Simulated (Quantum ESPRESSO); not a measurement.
# TiO2 (Anatase) (I4_1/amd) in Quantum ESPRESSO: settings compared

The runs below take TiO2 (Anatase) through band structure, single point, equation of state, with RGE2, PBE.

All numbers are computed with Quantum ESPRESSO 7.5; they aren't measurements. Logs are shortened: lines on timing, memory, paths and dates and some standing lists are left out, and cuts for length are marked.

## 1. The structure

It takes space group I4_1/amd (No. 141, tetragonal). The conventional cell has a = 3.784 Å, b = 3.784 Å, c = 9.515 Å, α = 90.00°, β = 90.00°, γ = 90.00°. Ti (site symmetry -4m2) is surrounded by 6 O at 1.93 to 1.98 Å. Around O (site symmetry 2mm) lie 3 Ti at 1.93 to 1.98 Å.

## 2. Band structure, RGE2

Contents of pw.in:

```
&CONTROL
  calculation = 'scf'
  prefix = 'pwscf'
  outdir = './tmp'
  pseudo_dir = './pseudo'
  tprnfor = .true.
  tstress = .true.
  disk_io = 'low'
/
&SYSTEM
  ibrav = 0
  nat = 6
  ntyp = 2
  ecutwfc = 84
  nbnd = 33
  input_dft = 'XC-000I-000I-142L-143L-000I-000I'
  occupations = 'smearing'
  smearing = 'fd'
  degauss = 0.00367493
/
&ELECTRONS
  conv_thr = 1.2d-09
  electron_maxstep = 120
  mixing_beta = 0.5
/
ATOMIC_SPECIES
Ti    47.8670 Ti.upf
O     15.9990 O.upf
CELL_PARAMETERS bohr
  -3.5755508004    3.5755508004    8.9899940927
   3.5755508004   -3.5755508004    8.9899940927
   3.5755508004    3.5755508004   -8.9899940927
ATOMIC_POSITIONS bohr
Ti     0.0000000000    3.5755508004    4.4949970463
Ti     0.0000000000    0.0000000000    0.0000000000
O      0.0000000000    0.0000000000   14.2383526440
O      0.0000000000    3.5755508004    0.7533615050
O      0.0000000000    3.5755508004    8.2366325877
O      0.0000000000    0.0000000000    3.7416355414
K_POINTS automatic
10 10 10 0 0 0
```

Contents of bands.in:

```
&CONTROL
  calculation = 'bands'
  prefix = 'pwscf'
  outdir = './tmp'
  pseudo_dir = './pseudo'
  disk_io = 'low'
  verbosity = 'high'
/
&SYSTEM
  ibrav = 0
  nat = 6
  ntyp = 2
  ecutwfc = 84
  nbnd = 33
  input_dft = 'XC-000I-000I-142L-143L-000I-000I'
  occupations = 'smearing'
  smearing = 'fd'
  degauss = 0.00367493
/
&ELECTRONS
  conv_thr = 1d-08
  electron_maxstep = 120
  mixing_beta = 0.5
  diago_full_acc = .true.
/
ATOMIC_SPECIES
Ti    47.8670 Ti.upf
O     15.9990 O.upf
CELL_PARAMETERS bohr
  -3.5755508004    3.5755508004    8.9899940927
   3.5755508004   -3.5755508004    8.9899940927
   3.5755508004    3.5755508004   -8.9899940927
ATOMIC_POSITIONS bohr
Ti     0.0000000000    3.5755508004    4.4949970463
Ti     0.0000000000    0.0000000000    0.0000000000
O      0.0000000000    0.0000000000   14.2383526440
O      0.0000000000    3.5755508004    0.7533615050
O      0.0000000000    3.5755508004    8.2366325877
O      0.0000000000    0.0000000000    3.7416355414
K_POINTS crystal
60
 0.0000000000  0.0000000000  0.0000000000 1
-0.0555555556  0.0555555556  0.0000000000 1
-0.1111111111  0.1111111111  0.0000000000 1
-0.1666666667  0.1666666667  0.0000000000 1
-0.2222222222  0.2222222222  0.0000000000 1
-0.2777777778  0.2777777778  0.0000000000 1
-0.3333333333  0.3333333333  0.0000000000 1
-0.3888888889  0.3888888889  0.0000000000 1
-0.4444444444  0.4444444444  0.0000000000 1
-0.5000000000  0.5000000000  0.0000000000 1
-0.5000000000  0.5000000000 -0.0790928267 1
-0.4579092827  0.4579092827 -0.1211835440 1
-0.4158185653  0.4158185653 -0.1632742614 1
-0.3737278480  0.3737278480 -0.2053649787 1
-0.3316371307  0.3316371307 -0.2474556960 1
-0.2895464134  0.2895464134 -0.2895464134 1
-0.2481826400  0.2481826400 -0.2481826400 1
-0.2068188667  0.2068188667 -0.2068188667 1
-0.1654550933  0.1654550933 -0.1654550933 1
-0.1240913200  0.1240913200 -0.1240913200 1
-0.0827275467  0.0827275467 -0.0827275467 1
-0.0413637733  0.0413637733 -0.0413637733 1
 0.0000000000  0.0000000000  0.0000000000 1
 0.1000000000  0.1000000000 -0.1000000000 1
 0.2000000000  0.2000000000 -0.2000000000 1
 0.3000000000  0.3000000000 -0.3000000000 1
 0.4000000000  0.4000000000 -0.4000000000 1
 0.5000000000  0.5000000000 -0.5000000000 1
 0.4579092827  0.5420907173 -0.5420907173 1
 0.4158185653  0.5841814347 -0.5841814347 1
 0.3737278480  0.6262721520 -0.6262721520 1
 0.3316371307  0.6683628693 -0.6683628693 1
 0.2895464134  0.7104535866 -0.7104535866 1
 0.1447732067  0.6052267933 -0.6052267933 1
 0.0000000000  0.5000000000 -0.5000000000 1
-0.0312500000  0.5312500000 -0.4687500000 1
-0.0625000000  0.5625000000 -0.4375000000 1
-0.0937500000  0.5937500000 -0.4062500000 1
-0.1250000000  0.6250000000 -0.3750000000 1
-0.1562500000  0.6562500000 -0.3437500000 1
-0.1875000000  0.6875000000 -0.3125000000 1
-0.2187500000  0.7187500000 -0.2812500000 1
-0.2500000000  0.7500000000 -0.2500000000 1
-0.1403023911  0.8069690578 -0.3333333333 1
-0.0306047822  0.8639381155 -0.4166666667 1
 0.0790928267  0.9209071733 -0.5000000000 1
 0.1211835440  0.8788164560 -0.5000000000 1
 0.1632742614  0.8367257386 -0.5000000000 1
 0.2053649787  0.7946350213 -0.5000000000 1
 0.2474556960  0.7525443040 -0.5000000000 1
 0.2895464134  0.7104535866 -0.5000000000 1
 0.3316371307  0.6683628693 -0.5000000000 1
 0.3737278480  0.6262721520 -0.5000000000 1
 0.4158185653  0.5841814347 -0.5000000000 1
 0.4579092827  0.5420907173 -0.5000000000 1
 0.5000000000  0.5000000000 -0.5000000000 1
-0.5000000000  0.5000000000  0.0000000000 1
-0.4166666667  0.5833333333 -0.0833333333 1
-0.3333333333  0.6666666667 -0.1666666667 1
-0.2500000000  0.7500000000 -0.2500000000 1
```

Potentials or basis: PseudoDojo 0.4.1 SR PBE standard.

Started as:

```console
$ OMP_NUM_THREADS=1 pw.x -in pw.in > pw.out
$ OMP_NUM_THREADS=1 pw.x -in bands.in > bands.out
```

pw.out:

```text
This program is part of the open-source Quantum ESPRESSO suite
     for quantum simulation of materials; please cite
         "P. Giannozzi et al., J. Phys.:Condens. Matter 21 395502 (2009);
         "P. Giannozzi et al., J. Phys.:Condens. Matter 29 465901 (2017);
         "P. Giannozzi et al., J. Chem. Phys. 152 154105 (2020);
     in publications or presentations arising from this work. More details at

     IMPORTANT: XC functional enforced from input :
     Exchange-correlation= XC-000I-000I-142L-143L-000I-000I
                           (   0   0 142 143   0   0   0)
     Any further DFT definition will be discarded
     Please, verify this is what you really want

     Message from routine setup:
     using ibrav=0 with symmetry is DISCOURAGED, use correct ibrav instead

     G-vector sticks info
     --------------------
     sticks:   dense  smooth     PW     G-vecs:    dense   smooth      PW
     Sum        2433    2433    789                47829    47829    8841

     Using Slab Decomposition

     bravais-lattice index     =            0
     lattice parameter (alat)  =      10.3145  a.u.
     unit-cell volume          =     459.7326 (a.u.)^3
     number of atoms/cell      =            6
     number of atomic types    =            2
     number of electrons       =        48.00
     number of Kohn-Sham states=           33
     kinetic-energy cutoff     =      84.0000  Ry
     charge density cutoff     =     336.0000  Ry
     scf convergence threshold =      1.2E-09
     mixing beta               =       0.5000
     number of iterations used =            8  plain     mixing
     Exchange-correlation= XC-000I-000I-142L-143L-000I-000I
                           (   0   0 142 143   0   0   0)

     celldm(1)=  10.314510  celldm(2)=   0.000000  celldm(3)=   0.000000
     celldm(4)=   0.000000  celldm(5)=   0.000000  celldm(6)=   0.000000

     crystal axes: (cart. coord. in units of alat)
               a(1) = (  -0.346653   0.346653   0.871587 )
               a(2) = (   0.346653  -0.346653   0.871587 )
               a(3) = (   0.346653   0.346653  -0.871587 )

     reciprocal axes: (cart. coord. in units 2 pi/alat)
               b(1) = ( -0.000000  1.442367  0.573666 )
               b(2) = (  1.442367 -0.000000  0.573666 )
               b(3) = (  1.442367  1.442367  0.000000 )

     PseudoPot. # 1 for Ti read from file:
     Ti.upf
     Pseudo is Norm-conserving + core correction, Zval = 12.0
     Generated using ONCVPSP code by D. R. Hamann
     Using radial grid of 1586 points,  6 beta functions with:
                l(1) =   0
                l(2) =   0
                l(3) =   1
                l(4) =   1
                l(5) =   2
                l(6) =   2

     PseudoPot. # 2 for O  read from file:
     O.upf
     Pseudo is Norm-conserving + core correction, Zval =  6.0
     Generated using ONCVPSP code by D. R. Hamann
     Using radial grid of  936 points,  5 beta functions with:
                l(1) =   0
                l(2) =   0
                l(3) =   1
                l(4) =   1
                l(5) =   2

     atomic species   valence    mass     pseudopotential
     Ti               12.00    47.86700     Ti( 1.00)
     O                 6.00    15.99900     O ( 1.00)

     16 Sym. Ops., with inversion, found ( 8 have fractional translation)

   Cartesian axes

     site n.     atom                  positions (alat units)
         1        Ti     tau(   1) = (   0.0000000   0.3466525   0.4357936  )
         2        Ti     tau(   2) = (   0.0000000   0.0000000   0.0000000  )
         3        O      tau(   3) = (   0.0000000   0.0000000   1.3804197  )
         4        O      tau(   4) = (   0.0000000   0.3466525   0.0730390  )
         5        O      tau(   5) = (   0.0000000   0.3466525   0.7985481  )
         6        O      tau(   6) = (   0.0000000   0.0000000   0.3627546  )

     number of k points=   102  Fermi-Dirac smearing, width (Ry)=  0.0037

     Number of k-points >= 100: set verbosity='high' to print them.

     Dense  grid:    47829 G-vectors     FFT dimensions: (  64,  64,  64)

     WARNING: libxc functional with ID  143 depends
      on external parameters: check the user_guide of
      QE if you need to modify them or to check their
      default values.

     Initial potential from superposition of free atoms

     starting charge      47.9968, renormalised to      48.0000
     Starting wfcs are   36 randomized atomic wfcs

     Self-consistent Calculation

     iteration #  1     ecut=    84.00 Ry     beta= 0.50
     Davidson diagonalization with overlap
     ethr =  1.00E-02,  avg # of iterations =  2.0

     total energy              =    -368.51624778 Ry
     estimated scf accuracy    <       2.65022312 Ry

     iteration #  2     ecut=    84.00 Ry     beta= 0.50
     Davidson diagonalization with overlap
     ethr =  5.52E-03,  avg # of iterations =  4.3

     total energy              =    -367.86219309 Ry
     estimated scf accuracy    <       8.43229853 Ry

     iteration #  3     ecut=    84.00 Ry     beta= 0.50
     Davidson diagonalization with overlap
     ethr =  5.52E-03,  avg # of iterations =  2.7

     total energy              =    -369.59527417 Ry
     estimated scf accuracy    <       0.32069657 Ry

     iteration #  4     ecut=    84.00 Ry     beta= 0.50
     Davidson diagonalization with overlap
     ethr =  6.68E-04,  avg # of iterations =  2.1

     total energy              =    -369.55273956 Ry
     estimated scf accuracy    <       0.13868939 Ry

     iteration #  5     ecut=    84.00 Ry     beta= 0.50
     Davidson diagonalization with overlap
     ethr =  2.89E-04,  avg # of iterations =  2.3

     total energy              =    -369.58408012 Ry
     estimated scf accuracy    <       0.00478935 Ry

     iteration #  6     ecut=    84.00 Ry     beta= 0.50
     Davidson diagonalization with overlap
     ethr =  9.98E-06,  avg # of iterations =  5.1

     total energy              =    -369.58243311 Ry
     estimated scf accuracy    <       0.00479496 Ry

     iteration #  7     ecut=    84.00 Ry     beta= 0.50
     Davidson diagonalization with overlap
     ethr =  9.98E-06,  avg # of iterations =  2.9

     total energy              =    -369.58404837 Ry
     estimated scf accuracy    <       0.00189241 Ry

     iteration #  8     ecut=    84.00 Ry     beta= 0.50
     Davidson diagonalization with overlap
     ethr =  3.94E-06,  avg # of iterations =  1.0

     total energy              =    -369.58399832 Ry
     estimated scf accuracy    <       0.00049497 Ry

     iteration #  9     ecut=    84.00 Ry     beta= 0.50
     Davidson diagonalization with overlap
     ethr =  1.03E-06,  avg # of iterations =  1.6

     total energy              =    -369.58404006 Ry
     estimated scf accuracy    <       0.00003813 Ry

     iteration # 10     ecut=    84.00 Ry     beta= 0.50
     Davidson diagonalization with overlap
     ethr =  7.94E-08,  avg # of iterations =  2.2

     total energy              =    -369.58402689 Ry
     estimated scf accuracy    <       0.00002816 Ry

     iteration # 11     ecut=    84.00 Ry     beta= 0.50
     Davidson diagonalization with overlap
     ethr =  5.87E-08,  avg # of iterations =  4.1

     total energy              =    -369.58403699 Ry
     estimated scf accuracy    <       0.00001426 Ry

     iteration # 12     ecut=    84.00 Ry     beta= 0.50
     Davidson diagonalization with overlap
     ethr =  2.97E-08,  avg # of iterations =  1.0

     total energy              =    -369.58403615 Ry
     estimated scf accuracy    <       0.00000299 Ry

     iteration # 13     ecut=    84.00 Ry     beta= 0.50
     Davidson diagonalization with overlap
     ethr =  6.23E-09,  avg # of iterations =  4.1

     total energy              =    -369.58403711 Ry
     estimated scf accuracy    <       0.00000137 Ry

     iteration # 14     ecut=    84.00 Ry     beta= 0.50
     Davidson diagonalization with overlap
     ethr =  2.85E-09,  avg # of iterations =  1.1

     total energy              =    -369.58403720 Ry
     estimated scf accuracy    <       0.00000010 Ry

     iteration # 15     ecut=    84.00 Ry     beta= 0.50
     Davidson diagonalization with overlap
     ethr =  2.02E-10,  avg # of iterations =  4.0

     total energy              =    -369.58403722 Ry
     estimated scf accuracy    <          2.7E-09 Ry

     iteration # 16     ecut=    84.00 Ry     beta= 0.50
     Davidson diagonalization with overlap
     ethr =  5.67E-12,  avg # of iterations =  2.8

     End of self-consistent calculation

     Number of k-points >= 100: set verbosity='high' to print the bands.

     the Fermi energy is     8.3856 ev

!    total energy              =    -369.58403722 Ry
     estimated scf accuracy    <          2.4E-11 Ry
     smearing contrib. (-TS)   =      -0.00000000 Ry
     internal energy E=F+TS    =    -369.58403722 Ry

     The total energy is F=E-TS. E is the sum of the following terms:
     one-electron contribution =    -158.49946261 Ry
     hartree contribution      =     100.49904404 Ry
     xc contribution           =     -67.40674931 Ry
     ewald contribution        =    -244.17686934 Ry

     convergence has been achieved in  16 iterations

     Forces acting on atoms (cartesian axes, Ry/au):

     atom    1 type  1   force =     0.00000000    0.00000000    0.00000000
     atom    2 type  1   force =     0.00000000    0.00000000   -0.00000000
     atom    3 type  2   force =     0.00000000    0.00000000   -0.00015186
     atom    4 type  2   force =    -0.00000000   -0.00000000   -0.00015186
     atom    5 type  2   force =    -0.00000000   -0.00000000    0.00015186
     atom    6 type  2   force =     0.00000000   -0.00000000    0.00015186

     Total force =     0.000304     Total SCF correction =     0.000003

     Computing stress (Cartesian axis) and pressure

          total   stress  (Ry/bohr**3)                   (kbar)     P=       12.54
   0.00006681  -0.00000000  -0.00000000            9.83       -0.00       -0.00
  -0.00000000   0.00006681  -0.00000000           -0.00        9.83       -0.00
  -0.00000000  -0.00000000   0.00012217           -0.00       -0.00       17.97

=------------------------------------------------------------------------------=
   JOB DONE.
=------------------------------------------------------------------------------=
```

Run time: 14 min. Hardware: 1 thread of AMD EPYC 7B13 (Zen 3), shared host; peak memory 0.42 GiB.

Results:

- Free energy: -5028.4470 eV
- Pressure: 1.3 GPa
- Largest force: 0.004 eV/Å
- Band gap on the k mesh: 2.16 eV, indirect (least direct gap 2.49 eV)
- Band gap along the path: 2.14 eV, indirect (least direct gap 2.49 eV)

Forces in eV/Å, atoms in the order of the input:
```
Ti   0.000  0.000  0.000
Ti   0.000  0.000  0.000
O    0.000  0.000 -0.004
O    0.000  0.000 -0.004
O    0.000  0.000  0.004
O    0.000  0.000  0.004
```

Stress tensor (GPa, compression positive):
```
0.98 0.00 0.00
0.00 0.98 0.00
0.00 0.00 1.80
```

Levels at the corners of the path, in eV from the valence-band top:
```
point  band 22  band 23  band 24  band 25  band 26  band 27
    Γ    -0.77    -0.48    -0.48     2.14     2.91     4.05
    X    -2.08    -0.05    -0.05     3.41     3.41     3.88
    Y    -1.92    -0.09    -0.09     3.38     3.38     3.83
    S    -0.94    -0.91    -0.83     3.26     3.55     3.63
    Γ    -0.77    -0.48    -0.48     2.14     2.91     4.05
    Z    -1.27    -0.13    -0.13     2.51     2.51     3.85
   S1    -0.94    -0.91    -0.83     3.26     3.55     3.63
    N    -0.95    -0.85    -0.65     3.29     3.61     3.63
    P    -1.61    -0.25    -0.25     3.64     3.64     3.67
   Y1    -1.92    -0.09    -0.09     3.38     3.38     3.83
    Z    -1.27    -0.13    -0.13     2.51     2.51     3.85
    X    -2.08    -0.05    -0.05     3.41     3.41     3.88
    P    -1.61    -0.25    -0.25     3.64     3.64     3.67
```

Caveat: the potentials were made for another functional, which shifts forces and pressure.

(Continued in part 2 of 2.)
